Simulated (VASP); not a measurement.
# SnTe (F-43m) in VASP: notebook, part 3 of 3

VASP 6.6.1. Earlier steps stand in the parts before.

**5. Dielectric tensor, PBEsol**

Input file INCAR:

```
SYSTEM = SnTe
PREC = Accurate
ENCUT = 520
EDIFF = 1E-8
ISMEAR = 0
SIGMA = 0.01
LREAL = .FALSE.
LASPH = .TRUE.
NELM = 100
ALGO = Normal
ISIF = 2
LWAVE = .FALSE.
LCHARG = .FALSE.
GGA = PS
LEPSILON = .TRUE.
```

Input file KPOINTS:

```
regular mesh
0
G
  6 6 6
  0 0 0
```

Input file POSCAR:

```
SnTe
1.0
    0.0000000000      3.6111460000      3.6111460000
    3.6111460000      0.0000000000      3.6111460000
    3.6111460000      3.6111460000      0.0000000000
Te Sn
1 1
Direct
    0.2500000000      0.2500000000      0.2500000000
    0.0000000000      0.0000000000      0.0000000000
```

Potentials or basis: VASP PAW PBE potentials, release 64 (Te, Sn_d).

On the command line:

```console
$ cat potpaw_PBE.64/Te/POTCAR potpaw_PBE.64/Sn_d/POTCAR > POTCAR
$ mpirun -np 1 vasp_std > vasp.out
```

OUTCAR:

```text
SYSTEM = SnTe
   PREC = Accurate
   ENCUT = 520
   EDIFF = 1E-8
   ISMEAR = 0
   LREAL = .FALSE.
   LASPH = .TRUE.
   NELM = 100
   ISIF = 2
   GGA = PS
   LEPSILON = .TRUE.

 Found     16 irreducible k-points:

 Following reciprocal coordinates:
            Coordinates               Weight
  0.000000  0.000000  0.000000      1.000000
  0.166667  0.000000  0.000000      8.000000
  0.333333  0.000000  0.000000      8.000000
  0.500000  0.000000  0.000000      4.000000
  0.166667  0.166667  0.000000      6.000000
  0.333333  0.166667  0.000000     24.000000
   k-points           NKPTS =     16   k-points in BZ     NKDIM =     16   number of bands    NBANDS=     14
   number of dos      NEDOS =    301   number of ions     NIONS =      2
   total plane-waves  NPLWV =  64000
   dimension x,y,z NGX =    40 NGY =   40 NGZ =   40
   dimension x,y,z NGXF=    80 NGYF=   80 NGZF=   80
   ions per type =               1   1
   NGX,Y,Z   is equivalent  to a cutoff of  13.02, 13.02, 13.02 a.u.
   NGXF,Y,Z  is equivalent  to a cutoff of  26.04, 26.04, 26.04 a.u.
 SYSTEM =  SnTe
   PREC   = accura    normal or accurate (medium, high low for compatibility)
   ISTART =      0    job   : 0-new  1-cont  2-samecut
   ICHARG =      2    charge: 1-file 2-atom 10-const
   ISPIN  =      1    spin polarized calculation?
   LNONCOLLINEAR =      F non collinear calculations
   LSORBIT =      F    spin-orbit coupling
   LASPH  =      T    aspherical Exc in radial PAW
   ENCUT  =  520.0 eV  38.22 Ry    6.18 a.u.   9.50  9.50  9.50*2*pi/ulx,y,z
   NELM   =    100;   NELMIN=  2; NELMDL= -5     # of ELM steps
   EDIFF  = 0.1E-07   stopping-criterion for ELM
   LREAL  =      F    real-space projection
   EDIFFG = 0.1E-06   stopping-criterion for IOM
   NSW    =      0    number of steps for IOM
   IBRION =     -1    ionic relax: 0-MD 1-quasi-New 2-CG
   NFREE  =      0    steps in history (QN), initial steepest desc. (CG)
   ISIF   =      2    stress and relaxation
   ISYM   =      2    0-nonsym 1-usesym 2-fastsym
   POTIM  = 0.5000    time-step for ionic-motion
   TEBEG  =    0.0;   TEEND  =   0.0 temperature during run
   PSTRESS=    0.0 pullay stress
   NELECT =      20.0000    total number of electrons
   NUPDOWN=      -1.0000    fix difference up-down
   EMIN   =  10.00;   EMAX   =-10.00  energy-range for DOS
   EFERMI =   0.00;   METHOD = LEGACY
   ISMEAR =     0;   SIGMA  =   0.01  broadening in eV -4-tet -1-fermi 0-gaus
   EFERMI_NEDOS =   21; number of points for ismear=-14 and -15
   IALGO  =     38    algorithm
   IMIX   =      4    mixing-type and parameters
     AMIX     =   0.40;   BMIX     =  1.00
     AMIX_MAG =   1.60;   BMIX_MAG =  1.00
  volume/ion in A,a.u.               =      47.09       317.78
  Fermi-wavevector in a.u.,A,eV,Ry     =   0.976704  1.845704 12.979296  0.953951
  Thomas-Fermi vector in A             =   2.107344
   LORBIT       =      0    0 simple, 1 ext, 2 COOP (PROOUT), +10 PAW based schemes
   GGA     = PS    functional components
   LHFCALC =     F    Hartree Fock is set to
   AEXX    =    0.0000 exact exchange contribution
   IVDW    =     0    specifies the selected vdW correction
   LEPSILON=     T    determine dielectric tensor
   LRPA    =     F    only Hartree local field effects (RPA)
 non-spin polarized calculation
 Gauss-broadening in eV      SIGMA  =   0.01
  energy-cutoff  :      520.00
[... 117 lines left out ...]

 [... further k-points ...]

  FORCE on cell =-STRESS in cart. coord.  units (eV):
  Direction    XX          YY          ZZ          XY          YZ          ZX
  --------------------------------------------------------------------------------------
  -------------------------------------------------------------------------------------
  Total       -0.7990215     -0.7990215     -0.7990215      0.0000000      0.0000000     -0.0000000
  in kB      -13.5926431    -13.5926431    -13.5926431      0.0000000      0.0000000     -0.0000000
  external PRESSURE =     -13.5926431 kB  Pullay stress =       0.0000000 kB

 VOLUME and BASIS-vectors are now :
 -----------------------------------------------------------------------------
  energy-cutoff  :      520.00
  volume of cell :       94.18
      direct lattice vectors                 reciprocal lattice vectors
     0.000000000  3.611146000  3.611146000    -0.138460201  0.138460201  0.138460201
     3.611146000  0.000000000  3.611146000     0.138460201 -0.138460201  0.138460201
     3.611146000  3.611146000  0.000000000     0.138460201  0.138460201 -0.138460201

 POSITION                                       TOTAL-FORCE (eV/Angst)
 -----------------------------------------------------------------------------------
      1.80557      1.80557      1.80557        -0.000000     -0.000000     -0.000000
      0.00000      0.00000      0.00000         0.000000      0.000000      0.000000
 -----------------------------------------------------------------------------------
    total drift:                               -0.000000     -0.000000     -0.000000

  FREE ENERGIE OF THE ION-ELECTRON SYSTEM (eV)
  ---------------------------------------------------
  free  energy   TOTEN  =        -7.6018902618 eV

  energy  without entropy=       -7.6018902618  energy(sigma->0) =       -7.60189026

 HEAD OF MICROSCOPIC STATIC DIELECTRIC TENSOR (INDEPENDENT PARTICLE, excluding Hartree and local field effects)
 ------------------------------------------------------
          14.866024     0.000000    -0.000000
           0.000000    14.866024    -0.000000
          -0.000000    -0.000000    14.866024
 ------------------------------------------------------

 Free energy of the ion-electron system (eV)
  ---------------------------------------------------
  ---------------------------------------------------
  free energy    TOTEN  =        -3.44312826 eV

  energy without entropy =       -3.44312826

------------------------ aborting loop because EDIFF is reached ----------------------------------------

--------------------------------------- Ionic step        2  -------------------------------------------

------------------------ aborting loop because EDIFF is reached ----------------------------------------

--------------------------------------- Ionic step        3  -------------------------------------------

 Free energy of the ion-electron system (eV)
  ---------------------------------------------------
  ---------------------------------------------------
  free energy    TOTEN  =        -3.44322136 eV

  energy without entropy =       -3.44322136

------------------------ aborting loop because EDIFF is reached ----------------------------------------

 PIEZOELECTRIC TENSOR FIELD DIRECTION 3  (e Angst)
 -----------------------------------------------------------------------------
     0.00324 -5.67424  0.00000           ( -0.00000 -0.03047  0.00000)
    -5.67424  0.00324  0.00000           ( -0.03047 -0.00000  0.00000)
     0.00000  0.00000 -0.01302           (  0.00000  0.00000 -0.00000)

 PIEZOELECTRIC TENSOR FIELD DIRECTION 3  (C/m^2)
 -----------------------------------------------------------------------------
     0.00055 -0.96528  0.00000
    -0.96528  0.00055  0.00000
     0.00000  0.00000 -0.00221

 MACROSCOPIC STATIC DIELECTRIC TENSOR (including local field effects in DFT)
 ------------------------------------------------------
          13.448446    -0.000000     0.000000
          -0.000000    13.448446     0.000000
          -0.000000    -0.000000    13.448446
 ------------------------------------------------------

 PIEZOELECTRIC TENSOR (including local field effects)  for field in x, y, z        (e  Angst)
          XX          YY          ZZ          XY          YZ          ZX
  --------------------------------------------------------------------------------
  x     0.00000     0.00000    -0.00000     0.00000    -5.65690     0.00000
  y     0.00000     0.00000    -0.00000     0.00000     0.00000    -5.65690
  z    -0.00000    -0.00000     0.00000    -5.65690     0.00000    -0.00000

 PIEZOELECTRIC TENSOR (including local field effects)  for field in x, y, z        (C/m^2)
          XX          YY          ZZ          XY          YZ          ZX
  --------------------------------------------------------------------------------
  x     0.00000     0.00000    -0.00000     0.00000    -0.96233     0.00000
  y     0.00000     0.00000    -0.00000     0.00000     0.00000    -0.96233
  z    -0.00000    -0.00000     0.00000    -0.96233     0.00000    -0.00000

 BORN EFFECTIVE CHARGES (including local field effects) (in |e|, cummulative output)
 ---------------------------------------------------------------------------------
 ion    1
    1    -2.15320     0.00000     0.00000
    2     0.00000    -2.15320     0.00000
    3     0.00000     0.00000    -2.15320
 ion    2
    1     2.15320    -0.00000    -0.00000
    2    -0.00000     2.15320    -0.00000
    3     0.00000     0.00000     2.15320
```

OSZICAR:

```text
N       E                     dE             d eps       ncg     rms          rms(c)
DAV:   1     0.119108161338E+03    0.11911E+03   -0.93832E+03   448   0.141E+03
DAV:   2     0.352662652882E+01   -0.11558E+03   -0.11415E+03   454   0.318E+02
DAV:   3    -0.743087722374E+01   -0.10958E+02   -0.10871E+02   586   0.984E+01
[... 11 lines left out ...]
RMM:   9    -0.344321234085E+01    0.10230E-03    0.55501E-06  2483   0.167E-02    0.414E-03
RMM:  10    -0.344335453641E+01   -0.14220E-03   -0.38558E-05  2457   0.596E-03    0.784E-04
RMM:  11    -0.344322384661E+01    0.13069E-03   -0.13959E-05  2533   0.237E-03    0.469E-04
RMM:  12    -0.344322755422E+01   -0.37076E-05   -0.36257E-06  2511   0.885E-04    0.151E-04
RMM:  13    -0.344322104404E+01    0.65102E-05   -0.42000E-06  2571   0.385E-04    0.643E-05
RMM:  14    -0.344322155926E+01   -0.51522E-06   -0.23184E-06  2064   0.172E-04    0.300E-05
RMM:  15    -0.344322136423E+01    0.19503E-06   -0.62863E-06  1016   0.107E-04    0.443E-06
```

It took 4.5 min on 1 thread of Intel Xeon Platinum 8488C (Sapphire Rapids), shared host; peak memory 0.38 GiB.

These settings aren't checked as converged: the numbers below hold their error.

Results:

```
Band gap on the k mesh                  : 0.23 eV, indirect (least direct gap 0.76 eV)
Electronic dielectric tensor (diagonal) : 13.45
Born charges (mean of the diagonal)     : Te -2.15; Sn +2.15 e
```

Caveat: the gap is small at this level, which inflates the dielectric constant; the PAW data sets were made with another functional, which shifts forces and pressure a little; spin-orbit coupling is left out, which moves the levels of the heavy elements.

**6. Dielectric tensor, PBEsol**

INCAR: that of step 5 with these lines changed.

```diff
@@ -2,3 +2,3 @@
 PREC = Accurate
-ENCUT = 520
+ENCUT = 280
 EDIFF = 1E-8
```

Input file KPOINTS:

```
regular mesh
0
G
  9 9 9
  0 0 0
```

POSCAR is that of step 5.

Potentials or basis: VASP PAW PBE potentials, release 64 (Te, Sn_d).

On the command line:

```console
$ cat potpaw_PBE.64/Te/POTCAR potpaw_PBE.64/Sn_d/POTCAR > POTCAR
$ mpirun -np 1 vasp_std > vasp.out
```

OUTCAR:

```text
SYSTEM = SnTe
   PREC = Accurate
   ENCUT = 280
   EDIFF = 1E-8
   ISMEAR = 0
   LREAL = .FALSE.
   LASPH = .TRUE.
   NELM = 100
   ISIF = 2
   GGA = PS
   LEPSILON = .TRUE.

 Found     35 irreducible k-points:

 Following reciprocal coordinates:
            Coordinates               Weight
  0.000000  0.000000  0.000000      1.000000
  0.111111  0.000000  0.000000      8.000000
  0.222222  0.000000  0.000000      8.000000
  0.333333  0.000000  0.000000      8.000000
  0.444444  0.000000  0.000000      8.000000
  0.111111  0.111111  0.000000      6.000000
[... 242 lines left out ...]
     0.00134 -0.95141  0.00000
    -0.95141  0.00134  0.00000
     0.00000  0.00000 -0.00271

 MACROSCOPIC STATIC DIELECTRIC TENSOR (including local field effects in DFT)
 ------------------------------------------------------
          13.393485     0.000000     0.000000
           0.000000    13.393485     0.000000
           0.000000     0.000000    13.393485
 ------------------------------------------------------

 PIEZOELECTRIC TENSOR (including local field effects)  for field in x, y, z        (e  Angst)
          XX          YY          ZZ          XY          YZ          ZX
  --------------------------------------------------------------------------------
  x     0.00000     0.00000     0.00000     0.00000    -5.58053     0.00000
  y    -0.00000    -0.00000     0.00000     0.00000    -0.00000    -5.58053
  z     0.00000    -0.00000     0.00000    -5.58053    -0.00000     0.00000

 PIEZOELECTRIC TENSOR (including local field effects)  for field in x, y, z        (C/m^2)
          XX          YY          ZZ          XY          YZ          ZX
  --------------------------------------------------------------------------------
  x     0.00000     0.00000     0.00000     0.00000    -0.94934     0.00000
  y    -0.00000    -0.00000     0.00000     0.00000    -0.00000    -0.94934
  z     0.00000    -0.00000     0.00000    -0.94934    -0.00000     0.00000

 BORN EFFECTIVE CHARGES (including local field effects) (in |e|, cummulative output)
 ---------------------------------------------------------------------------------
 ion    1
    1    -2.15000     0.00000     0.00000
    2     0.00000    -2.15000     0.00000
    3    -0.00000    -0.00000    -2.15000
 ion    2
    1     2.15000    -0.00000    -0.00000
    2    -0.00000     2.15000    -0.00000
    3     0.00000     0.00000     2.15000
```

It took 4 min on 1 thread of Intel Xeon Platinum 8488C (Sapphire Rapids), shared host; peak memory 0.3 GiB.

The run converged, but some of its settings lie outside the range that counts as converged, so its numbers aren't taken as properties of the crystal.

Results:

```yaml
Band_gap_on_the_k_mesh: 0.16 eV, indirect (least direct gap 0.77 eV)
Electronic_dielectric_tensor_diagonal: 13.39
Born_charges_mean_of_the_diagonal: Te -2.15; Sn +2.15 e
```

Caveat: the cutoff is under 1.25 times the usual one of these potentials, so pressure, stress and relaxed cells hold a basis-set (Pulay) error; the gap is small at this level, which inflates the dielectric constant; the PAW data sets were made with another functional, which shifts forces and pressure a little; spin-orbit coupling is left out, which moves the levels of the heavy elements; an odd mesh through Γ misses points on the zone boundary, where band edges often lie.

**7. The reference run**

An earlier run on the cell as given: functional PBEsol; potentials or basis VASP PAW PBE potentials, release 64 (Te, Sn_d); cutoff 520 eV; k mesh 7 × 7 × 7; occupations fermi-dirac, width 0.05 eV; no spin polarisation.

* Pressure: -1.4 GPa
* Band gap on the k mesh: 0.28 eV, indirect (least direct gap 0.79 eV)
